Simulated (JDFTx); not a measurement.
Crystal: AlCo.

```
Co Al
1.0
     2.81940    0.00000    0.00000
     0.00000    2.81940    0.00000
     0.00000    0.00000    2.81940
Co Al
1 1
Direct
  0.50000 0.50000 0.50000
  0.00000 0.00000 0.00000
```

The cell is a database's computed one.

* Program: JDFTx 1.7.0 (patched build)
* Task: relaxation of cell and atoms
* Functional: revPBE
* Potentials or basis: PseudoDojo-SR-PBE-0.5-standard with smoothed tails
* Cutoff: 1306 eV
* Density cutoff: 10449 eV
* k mesh: 4 × 4 × 4
* Occupations: fermi-dirac, width 0.05 eV
* Spin: collinear spin, ferromagnetic start
* Starting moments: [2.0, 0.0] μB

At the start: pressure 11.7 GPa; volume 11.21 Å³/atom.

Problem. How do energy, volume and symmetry change on relaxing?

Solution. Over 6 steps the energy falls by 24.1 meV/atom and the volume is 11.90 Å³/atom (+6.2 %); space group Pm-3m (No. 221, to 0.05 Å); moment 0.47 μB per cell.

Step by step:
```
step  energy change (eV)  largest force (eV/Å)  pressure (GPa)  volume (Å³)
   1              0.0000                0.0000           11.69        22.41
   2             -0.0098                0.0000           10.34        22.55
   3             -0.0479                0.0000            0.80        23.69
   4             -0.0482                0.0000            0.11        23.78
   5             -0.0482                0.0000            0.00        23.80
   6             -0.0482                0.0000            0.00        23.80
```

Final structure:
```cif
data_structure
_symmetry_space_group_name_H-M 'P 1'
_symmetry_Int_Tables_number 1
_cell_length_a 2.8764
_cell_length_b 2.8764
_cell_length_c 2.8764
_cell_angle_alpha 90.000
_cell_angle_beta 90.000
_cell_angle_gamma 90.000
_cell_volume 23.80
loop_
_atom_site_label
_atom_site_type_symbol
_atom_site_fract_x
_atom_site_fract_y
_atom_site_fract_z
_atom_site_occupancy
Co1 Co 0.50000 0.50000 0.50000 1
Al1 Al 0.00000 0.00000 0.00000 1
```

Caveat: the k mesh is coarse (spacing up to 0.56 Å⁻¹), so the values aren't converged; the plane waves are those of the starting cell, so after so large a change of volume the result is rough; the potentials were made for another functional, which shifts forces and pressure.
